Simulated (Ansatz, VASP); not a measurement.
**HfN in VASP and in Ansatz**

The input INCAR:

```
PREC     = Accurate       # precision mode
ENCUT    = 520            # plane-wave cutoff, eV
EDIFF    = 1E-8           # SCF threshold, eV
ISMEAR   = -1             # smearing method
SIGMA    = 0.03           # smearing width, eV
LREAL    = False          # projectors in reciprocal space
LASPH    = True           # aspherical terms in the spheres
NELM     = 60             # most SCF steps
ALGO     = Normal         # electronic algorithm
ISIF     = 2              # what is computed and relaxed
LWAVE    = False          # write WAVECAR
LCHARG   = False          # write CHGCAR
LEFG     = True         
NBANDS   = 14             # bands
```

Contents of KPOINTS:

```
regular mesh
0
Gamma
  10 10 10
```

Contents of POSCAR:

```
HfN
1.0
    0.0000000000      2.3267700000      2.2590000000
    2.3267700000      0.0000000000      2.2590000000
    2.3267700000      2.3267700000      0.0000000000
Hf N
1 1
Direct
    0.0000000000      0.0000000000      0.0000000000
    0.5000000000      0.5000000000      0.5000000000
```

Input for Ansatz:

```yaml
crystal:
  lattice:
    - [0.0, 2.32677, 2.259]
    - [2.32677, 0.0, 2.259]
    - [2.32677, 2.32677, 0.0]
  atoms:
    - { symbol: Hf, position: [0.0, 0.0, 0.0] }
    - { symbol: "N", position: [0.5, 0.5, 0.5] }
kpoints:
  mp_grid: { grid: [10, 10, 10] }
scf:
  occupations: { method: fermi_dirac, width: 0.03 }
hamiltonian:
  xc: lda
  pseudopotentials: { kind: paw }
output:
  forces: true
  stress: true
  eigenvalues: true
  efg: { contact_densities: true }
```

Change from the starting cell: equal xx and yy strain of +3 %, PAW files.

Alike in both runs: task electric field gradients; functional LDA; k mesh 10 × 10 × 10; occupations fermi-dirac, width 0.03 eV; no spin polarisation.

|  | VASP | Ansatz |
| --- | --- | --- |
| version | VASP 6.6.1 | Ansatz 0.2.0 |
| potentials or method | VASP PAW LDA potentials, release 64 (Hf_pv, N) | PAW with Ansatz's default frozen-core files, scalar-relativistic |
| plane-wave cutoff (eV) | 520 | 420 |
| valence electrons in the cell | 15 | 31 |

```tsv
	VASP	Ansatz	Ansatz less VASP
pressure (GPa)	-23.6	-22.4	+1.22
largest component of the traceless stress (GPa)	6.43	6.50	+0.067
Vzz of the field gradient on the site that differs most (V/Å²)	-109.5	-127.1	-17.54
```

The two sets of potentials don't hold the same shells in valence. Ansatz warned: «gradients_without_spin_orbit».

Caveats: so large a pressure means that the cell lies far from this level's equilibrium, or that cutoff or potentials fall short (VASP). Spin-orbit coupling is left out, which matters for the levels of Hf.
